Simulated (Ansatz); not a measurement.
Input of an Ansatz 0.2.0 run:

input.yaml

```yaml
crystal:
  lattice:
    - [3.798, 0.0, 0.0]
    - [-1.899, 3.2891644836, 0.0]
    - [0.0, 0.0, 6.192]
  atoms:
    - { symbol: Zr, position: [0.0, 0.0, 0.0] }
    - { symbol: Se, position: [0.6666666667, 0.3333333333, 0.75] }
    - { symbol: Se, position: [0.3333333333, 0.6666666667, 0.25] }
hamiltonian:
  xc: pbe
  pseudopotentials: { kind: paw, partial_waves: polarizable }
kpoints:
  mp_grid: { grid: [8, 8, 5] }
  band_path:
    path:
      - [[0.0, 0.0, 0.0], [0.5, 0.0, 0.0], [0.3333333333, 0.3333333333, 0.0], [0.0, 0.0, 0.0], [0.0, 0.0, 0.5], [0.5, 0.0, 0.5], [0.3333333333, 0.3333333333, 0.5], [0.0, 0.0, 0.5]]
      - [[0.5, 0.0, 0.5], [0.5, 0.0, 0.0]]
      - [[0.3333333333, 0.3333333333, 0.0], [0.3333333333, 0.3333333333, 0.5]]
    npoints: 14
scf:
  occupations: { method: fermi_dirac, width: 0.05 }
  n_extra_bands: 7
output:
  forces: true
  stress: true
  eigenvalues: true
  fatbands: true
```

Potentials or basis: Ansatz PAW polarizable.

Run with:

```sh
$ ansatz run input.yaml --threads 2 --pin off --max-ram 5120MiB --backend cpu --events-out ev --progress --plain --runs-dir out
```

Task: What does it give for the band gap along the path?

Result: 0.37 eV, indirect (least direct gap 1.06 eV).

Task: Predict the band gap on the k mesh.

Result: 0.41 eV, indirect (least direct gap 1.06 eV).

Task: Estimate the pressure.

Result: 1.9 GPa.

Levels at the corners of the path, in eV from the valence-band top:
```csv
point,band 20,band 21,band 22,band 23,band 24,band 25
Γ,-0.06,-0.06,0.00,1.05,1.05,1.58
M,-2.51,-2.14,-1.37,0.57,2.51,2.85
K,-2.32,-2.32,-1.75,1.69,2.60,2.60
Γ,-0.06,-0.06,0.00,1.05,1.05,1.58
A,-2.05,-0.22,-0.22,1.02,1.02,1.96
L,-2.53,-1.06,-0.99,0.37,2.51,2.84
H,-2.36,-2.01,-2.01,1.76,2.21,2.21
A,-2.05,-0.22,-0.22,1.02,1.02,1.96
L,-2.53,-1.06,-0.99,0.37,2.51,2.84
M,-2.51,-2.14,-1.37,0.57,2.51,2.85
K,-2.32,-2.32,-1.75,1.69,2.60,2.60
H,-2.36,-2.01,-2.01,1.76,2.21,2.21
```

Caveat: this functional lacks dispersion, which binds the layers, so the pressure and a relaxed spacing across them are unreliable.

**What was measured.**

From “Stress-Tuned Optical Transitions in Layered 1T-MX2 (M= Hf, Zr, Sn; X= S, Se) Crystals”, 2022, arxiv:2210.12074, for a bulk crystal of ZrSe2: band gap 1.2 eV (indirect).

Measured gap of ZrSe2: 1.2 eV (indirect; quoted in “Stress-Tuned Optical Transitions in Layered 1T-MX2 (M= Hf, Zr, Sn; X= S, Se) Crystals”, 2022, arxiv:2210.12074). This calculation gives 0.37 eV (-0.83 eV). Spin-orbit coupling on Se, Zr is left out. The value is that of PBE, without temperature or zero-point motion. Semilocal functionals fall short of measured gaps as a rule.
